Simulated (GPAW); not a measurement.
Crystal: PtSe2 (Sudovikovite).

```
Pt Se
1.0
     3.72400    0.00000    0.00000
    -1.86200    3.22508    0.00000
     0.00000    0.00000    5.06200
Pt Se
1 2
Direct
  0.00000 0.00000 0.00000
  0.66667 0.33333 0.75000
  0.33333 0.66667 0.25000
```

| Property | Result |
| --- | --- |
| Program | GPAW 26.7.0 |
| Task | relaxation of cell and atoms |
| Functional | AM05 |
| Potentials or basis | PAW data sets generated in the run's folder for this functional |
| Cutoff | 600 eV |
| Basis | pw |
| k mesh | 6 × 6 × 4 |
| Occupations | fermi-dirac, width 0.05 eV |
| Spin | no spin polarisation |

At the start: pressure 2.0 GPa; volume 20.27 Å³/atom.

Q: Where does the relaxation end?

A: Over 21 steps the energy falls by 2.3 meV/atom and the volume is 20.41 Å³/atom (+0.7 %); space group P-3m1 (No. 164, to 0.05 Å).

Step by step:
| step | energy change (eV) | largest force (eV/Å) | pressure (GPa) | volume (Å³) |
| --- | --- | --- | --- | --- |
| 1 | 0.0000 | 0.2085 | 2.02 | 60.80 |
| 2 | -0.0026 | 0.1542 | 1.53 | 60.95 |
| 3 | -0.0054 | 0.0612 | 0.69 | 61.23 |
| 4 | -0.0060 | 0.0450 | -0.28 | 61.56 |
| 5 | -0.0061 | 0.0426 | -0.27 | 61.55 |
| 6 | -0.0061 | 0.0379 | -0.24 | 61.54 |
| 7 | -0.0062 | 0.0313 | -0.19 | 61.52 |
| 8 | -0.0062 | 0.0230 | -0.13 | 61.50 |
| 9 | -0.0063 | 0.0136 | -0.07 | 61.48 |
| 10 | -0.0063 | 0.0037 | -0.01 | 61.46 |
| 11 | -0.0064 | 0.0056 | 0.05 | 61.44 |
| 12 | -0.0064 | 0.0143 | 0.09 | 61.42 |
| 13 | -0.0064 | 0.0212 | 0.12 | 61.41 |
| 14 | -0.0065 | 0.0252 | 0.12 | 61.41 |
| 15 | -0.0065 | 0.0256 | 0.08 | 61.41 |
| 16 | -0.0066 | 0.0220 | 0.01 | 61.42 |
| 17 | -0.0066 | 0.0151 | -0.08 | 61.43 |
| 18 | -0.0067 | 0.0078 | -0.17 | 61.43 |
| 19 | -0.0067 | 0.0042 | -0.22 | 61.40 |
| 20 | -0.0068 | 0.0066 | -0.20 | 61.34 |
| 21 | -0.0069 | 0.0150 | -0.11 | 61.24 |

Final structure:
```
Pt Se
1.0
     3.74940    0.00000    0.00000
    -1.87470    3.24708    0.00000
     0.00000    0.00000    5.02993
Pt Se
1 2
Direct
  0.00000 0.00000 0.00000
  0.66667 0.33333 0.74756
  0.33333 0.66667 0.25244
```

Caveat: later steps reuse the first step's grids.
